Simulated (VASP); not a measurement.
# KCl (Sylvite) (Fm-3m) in VASP: notebook, part 2 of 2

VASP 6.6.1. The steps go on from the part before.

### Step 3. Relaxation of the atoms, LDA (a relaxed cell with its volume scaled by 0.94)

INCAR

```
ALGO = Fast
EDIFF = 1E-7
EDIFFG = -0.01
ENCUT = 600
IBRION = 2
ISIF = 2
ISMEAR = 0
LASPH = True
LCHARG = False
LREAL = False
LWAVE = False
NELM = 80
NSW = 40
PREC = Accurate
SIGMA = 0.03
```

KPOINTS

```
k-points
0
Gamma
  8 8 8
```

POSCAR

```
KCl                                     
1.0
    0.0000000000      2.9814184399      2.9814184399
    2.9814184399      0.0000000000      2.9814184399
    2.9814184399      2.9814184399      0.0000000000
  K               Cl            
     1     1
Direct
     0.0000000000000000    0.0000000000000000    0.0000000000000000
     0.5000000000000000    0.5000000000000000    0.5000000000000000
```

Potentials or basis: VASP PAW LDA potentials, release 64 (K_sv, Cl).

Launch:

```console
$ cat potpaw_LDA.64/K_sv/POTCAR potpaw_LDA.64/Cl/POTCAR > POTCAR
$ mpirun -np 1 vasp_std > vasp.out
```

OUTCAR:

```text
EDIFF = 1E-7
   EDIFFG = -0.01
   ENCUT = 600
   IBRION = 2
   ISIF = 2
   ISMEAR = 0
   LASPH = True
   LREAL = False
   NELM = 80
   NSW = 40
   PREC = Accurate

 ion  position               nearest neighbor table
   1  0.000  0.000  0.000-   2 2.98   2 2.98   2 2.98   2 2.98   2 2.98   2 2.98
   2  0.500  0.500  0.500-   1 2.98   1 2.98   1 2.98   1 2.98   1 2.98   1 2.98

  LATTYP: Found a face centered cubic cell.
 ALAT       =     5.9628368798

  Lattice vectors:

[... 552 lines left out ...]

  FORCE on cell =-STRESS in cart. coord.  units (eV):
  Direction    XX          YY          ZZ          XY          YZ          ZX
  --------------------------------------------------------------------------------------
  -------------------------------------------------------------------------------------
  Total        0.5791021      0.5791021      0.5791021      0.0000000      0.0000000     -0.0000000
  in kB       17.5051942     17.5051942     17.5051942      0.0000000      0.0000000     -0.0000000
  external PRESSURE =      17.5051942 kB  Pullay stress =       0.0000000 kB

 VOLUME and BASIS-vectors are now :
 -----------------------------------------------------------------------------
  energy-cutoff  :      600.00
  volume of cell :       53.00
      direct lattice vectors                 reciprocal lattice vectors
     0.000000000  2.981418440  2.981418440    -0.167705409  0.167705409  0.167705409
     2.981418440  0.000000000  2.981418440     0.167705409 -0.167705409  0.167705409
     2.981418440  2.981418440  0.000000000     0.167705409  0.167705409 -0.167705409

 POSITION                                       TOTAL-FORCE (eV/Angst)
 -----------------------------------------------------------------------------------
      0.00000      0.00000      0.00000         0.000000      0.000000      0.000000
      2.98142      2.98142      2.98142         0.000000     -0.000000     -0.000000
 -----------------------------------------------------------------------------------
    total drift:                                0.000000      0.000000      0.000000

  FREE ENERGIE OF THE ION-ELECTRON SYSTEM (eV)
  ---------------------------------------------------
  free  energy   TOTEN  =        -7.3906181483 eV

  energy  without entropy=       -7.3906181483  energy(sigma->0) =       -7.39061815

 reached required accuracy - stopping structural energy minimisation
```

It took 19 s on 1 thread of Intel Xeon Platinum 8488C (Sapphire Rapids), shared host; peak memory 0.18 GiB.

Results:

| Property | Result |
| --- | --- |
| Free energy | -7.3906 eV |
| Pressure after relaxing | 1.8 GPa |
| Band gap on the k mesh | 5.34 eV, direct |

Final structure:
```cif
data_structure
_symmetry_space_group_name_H-M 'P 1'
_symmetry_Int_Tables_number 1
_cell_length_a 4.2164
_cell_length_b 4.2164
_cell_length_c 4.2164
_cell_angle_alpha 60.000
_cell_angle_beta 60.000
_cell_angle_gamma 60.000
_cell_volume 53.00
loop_
_atom_site_label
_atom_site_type_symbol
_atom_site_fract_x
_atom_site_fract_y
_atom_site_fract_z
_atom_site_occupancy
K1 K 0.00000 0.00000 0.00000 1
Cl1 Cl 0.50000 0.50000 0.50000 1
```

Caveat: the relaxation stopped at its first step, so nothing moved.

### Step 4. Relaxation of the atoms, LDA (a relaxed cell with its volume scaled by 0.96)

INCAR is that of step 3.

KPOINTS is that of step 3.

POSCAR

```
KCl                                     
1.0
    0.0000000000      3.0024150362      3.0024150362
    3.0024150362      0.0000000000      3.0024150362
    3.0024150362      3.0024150362      0.0000000000
  K               Cl            
     1     1
Direct
     0.0000000000000000    0.0000000000000000    0.0000000000000000
     0.5000000000000000    0.5000000000000000    0.5000000000000000
```

Launch:

```console
$ cat potpaw_LDA.64/K_sv/POTCAR potpaw_LDA.64/Cl/POTCAR > POTCAR
$ mpirun -np 1 vasp_std > vasp.out
```

Wall time 19 s (1 thread of Intel Xeon Platinum 8488C (Sapphire Rapids), shared host); peak memory 0.17 GiB.

Results (log left out):

```
Free energy             : -7.4007 eV
Pressure after relaxing : 1.1 GPa
Band gap on the k mesh  : 5.25 eV, direct
```

Final structure:
```yaml
crystal:
  lattice:
    - [0.00000, 3.00242, 3.00242]
    - [3.00242, 0.00000, 3.00242]
    - [3.00242, 3.00242, 0.00000]
  atoms:
    - { symbol: K, position: [0.00000, 0.00000, 0.00000] }
    - { symbol: Cl, position: [0.50000, 0.50000, 0.50000] }
```

Levels at points of the mesh, in eV from the valence-band top:
```csv
k point,band 4,band 5,band 6,band 7,band 8,band 9,band 10,band 11,band 12
"(0.00, 0.00, 0.00)",-10.24,-10.24,0.00,0.00,0.00,5.25,8.11,8.11,8.11
"(0.50, 0.00, 0.00)",-10.25,-9.88,-1.41,-0.48,-0.48,7.59,8.79,10.72,10.79
"(0.50, 0.50, 0.00)",-10.34,-10.34,-0.78,-0.26,-0.26,5.99,8.64,10.29,10.50
```

Caveat: the relaxation stopped at its first step, so nothing moved. A k mesh can miss the band edges.

### Step 5. Relaxation of the atoms, LDA (a relaxed cell with its volume scaled by 0.98)

INCAR is that of step 4.

KPOINTS is that of step 4.

POSCAR

```
KCl                                     
1.0
    0.0000000000      3.0231220012      3.0231220012
    3.0231220012      0.0000000000      3.0231220012
    3.0231220012      3.0231220012      0.0000000000
  K               Cl            
     1     1
Direct
     0.0000000000000000    0.0000000000000000    0.0000000000000000
     0.5000000000000000    0.5000000000000000    0.5000000000000000
```

Launch:

```console
$ cat potpaw_LDA.64/K_sv/POTCAR potpaw_LDA.64/Cl/POTCAR > POTCAR
$ mpirun -np 1 vasp_std > vasp.out
```

Run time: 19 s. Hardware: 1 thread of Intel Xeon Platinum 8488C (Sapphire Rapids), shared host; peak memory 0.18 GiB.

It converged, with:

```
Free energy             : -7.4063 eV
Pressure after relaxing : 0.5 GPa
Band gap on the k mesh  : 5.17 eV, direct
```

Final structure:
```
K Cl
1.0
     0.00000    3.02312    3.02312
     3.02312    0.00000    3.02312
     3.02312    3.02312    0.00000
K Cl
1 1
Direct
  0.00000 0.00000 0.00000
  0.50000 0.50000 0.50000
```

Levels at points of the mesh, in eV from the valence-band top:
```csv
k point,band 5,band 6,band 7,band 8,band 9,band 10,band 11,band 12
"(0.00, 0.00, 0.00)",-10.27,0.00,0.00,0.00,5.17,8.11,8.11,8.11
"(0.50, 0.00, 0.00)",-9.94,-1.37,-0.46,-0.46,7.53,8.72,10.66,10.67
"(0.50, 0.50, 0.00)",-10.37,-0.77,-0.26,-0.26,6.02,8.54,10.27,10.37
```

Caveat: the relaxation stopped at its first step, so nothing moved.

### Step 6. The runs side by side

```csv
task,cell,gap on the mesh (eV),pressure (GPa)
relaxation of cell and atoms,relaxed,5.10,0.0
relaxation of the atoms,atoms relaxed from: a relaxed cell with its volume scaled by 0.94,5.34,1.8
relaxation of the atoms,atoms relaxed from: a relaxed cell with its volume scaled by 0.96,5.25,1.1
relaxation of the atoms,atoms relaxed from: a relaxed cell with its volume scaled by 0.98,5.17,0.5
```

Alike in all rows: level LDA; potentials or basis VASP PAW LDA potentials, release 64 (K_sv, Cl); no spin polarisation; k mesh 8 × 8 × 8; cutoff (eV) 600; smearing gaussian 0.03 eV.

Caveats: the relaxation stopped at its first step, so nothing moved.

Total energies depend on the potentials used, so only differences within one code and one set of settings carry meaning.
